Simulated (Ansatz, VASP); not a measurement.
**One calculation of SiNi3, two programs**

INCAR

```
PREC     = Accurate       # precision mode
ENCUT    = 520            # plane-wave cutoff, eV
EDIFF    = 1E-6           # SCF threshold, eV
ISMEAR   = -1             # smearing method
SIGMA    = 0.05           # smearing width, eV
LREAL    = F              # projectors in reciprocal space
LASPH    = T              # aspherical terms in the spheres
NELM     = 150            # most SCF steps
ALGO     = Fast           # electronic algorithm
ISIF     = 2              # what is computed and relaxed
LWAVE    = F              # write WAVECAR
LCHARG   = F              # write CHGCAR
ISPIN    = 2              # spin polarisation
MAGMOM   = 1 1 1 0        # initial moments
LORBIT   = 11             # projections on sites
LMAXMIX  = 4              # l up to which the mixer works
GGA      = RE             # functional
NBANDS   = 29             # bands
```

Contents of KPOINTS:

```
regular mesh
0
Gamma
  4 4 4
```

File POSCAR:

```
SiNi3
1.0
    3.5420000000      0.0000000000      0.0000000000
    0.0000000000      3.5420000000      0.0000000000
    0.0000000000      0.0000000000      3.5420000000
Ni Si
3 1
Direct
    0.5000000000      0.5000000000      0.0000000000
    0.5000000000      0.0000000000      0.5000000000
    0.0000000000      0.5000000000      0.5000000000
    0.0000000000      0.0000000000      0.0000000000
```

File input.yaml:

```yaml
crystal:
  lattice:
    - [3.542, 0.0, 0.0]
    - [0.0, 3.542, 0.0]
    - [0.0, 0.0, 3.542]
  atoms:
    - { symbol: Ni, position: [0.5, 0.5, 0.0], spin: 1.0 }
    - { symbol: Ni, position: [0.5, 0.0, 0.5], spin: 1.0 }
    - { symbol: Ni, position: [0.0, 0.5, 0.5], spin: 1.0 }
    - { symbol: Si, position: [0.0, 0.0, 0.0] }
hamiltonian:
  xc: revpbe
  pseudopotentials: { kind: paw }
magnetization:
  spin_polarized: true
kpoints:
  mp_grid: { grid: [4, 4, 4] }
  band_path:
    path:
      - [[0.0, 0.0, 0.0], [0.0, 0.5, 0.0], [0.5, 0.5, 0.0], [0.0, 0.0, 0.0], [0.5, 0.5, 0.5], [0.0, 0.5, 0.0]]
      - [[0.5, 0.5, 0.0], [0.5, 0.5, 0.5]]
    npoints: 14
scf:
  occupations: { method: fermi_dirac, width: 0.05 }
  n_extra_bands: 10
output:
  forces: true
  stress: true
  eigenvalues: true
  fatbands: true
  write_density: true
  write_potential: true
  elf: true
  volumetric_format: npy
```

Alike in both runs: functional revPBE; k mesh 4 × 4 × 4; occupations fermi-dirac, width 0.05 eV; collinear spin.

|  | VASP | Ansatz |
| --- | --- | --- |
| version | VASP 6.6.1 | Ansatz 0.2.0 |
| potentials or method | VASP PAW PBE potentials, release 64 (Ni, Si) | Ansatz PAW |
| plane-wave cutoff (eV) | 520 | 420 |
| valence electrons in the cell | 34 | 58 |
| task | single point | band structure |

|  | VASP | Ansatz | Ansatz less VASP |
| --- | --- | --- | --- |
| gap on the k mesh at the Fermi level (eV) | none | none | - |
| pressure (GPa) | -2.6 | -2.6 | -0.01 |
| net moment per atom (μB) | 0.00 | 0.00 | 0.000 |

A gap of «none» marks a metal or a gap that the smearing closes. The two sets of potentials don't hold the same shells in valence.

Caveats: the k mesh is coarse (spacing up to 0.44 Å⁻¹), so the values aren't converged; the PAW data sets were made with another functional, which shifts forces and pressure a little (VASP); the PAW data sets come from PBE, with cores solved anew for the run's functional, which leaves a small shift of forces and pressure (Ansatz); the starting moments weren't kept (Ansatz).
